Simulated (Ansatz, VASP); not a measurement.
**One calculation of Pb, 3 ways**

```
Pb
1.0
     0.00000    2.47502    2.47502
     2.47502    0.00000    2.47502
     2.47502    2.47502    0.00000
Pb
1
Direct
  0.00000 0.00000 0.00000
```

Alike in all runs: task band structure; functional PBEsol; k mesh 7 × 7 × 7; occupations fermi-dirac, width 0.05 eV; spin-orbit coupling, no magnetisation; with spin-orbit coupling. Pressure is positive in compression and, in plane waves, holds the error of the finite cutoff, which Ansatz's Pulay term estimates and takes out.

```tsv
program and potentials	plane-wave cutoff (eV)	notes	pressure (GPa)
Ansatz, Ansatz PAW	420	potentials made for PBE, which Ansatz adapts in part	-0.15
VASP, PBE PAW files Pb_d, 520 eV	520	potentials made for PBE	-0.11
Ansatz, all-electron LAPW, relativistic spinors	-	-	-0.14
```

The pressure spans -0.15 (Ansatz, Ansatz PAW) to -0.11 GPa (VASP, PBE PAW files Pb_d, 520 eV), with all-electron results at -0.14.

Differences between rows come from potentials, basis sets and numerical settings, since the functional is the same but for its coding. Runs on potential files found faulty are left out.

All three calculations put fcc lead under slight tension, so the PBEsol equilibrium volume lies a little below that of the cell used. The two PAW pressures, -0.15 and -0.11 GPa, fall on either side of the all-electron value of -0.14 GPa. This suggests that frozen cores generated for PBE do little harm to the pressure at this volume, though compensating errors can't be ruled out.

Lead is a soft metal. Its 6s pair is relativistically stabilised and contributes little to bonding, which leaves cohesion mainly to the diffuse 6p electrons, whose bonding is in turn weakened by spin-orbit splitting. With so small a resistance to compression, even a slight pressure error shifts the equilibrium volume more than it would in a stiff transition metal. Still, the residual tension here corresponds to only a small contraction, and the spread between the methods to a smaller one. Pressure at a single volume fixes neither the bulk modulus nor the stability of fcc against other packings.
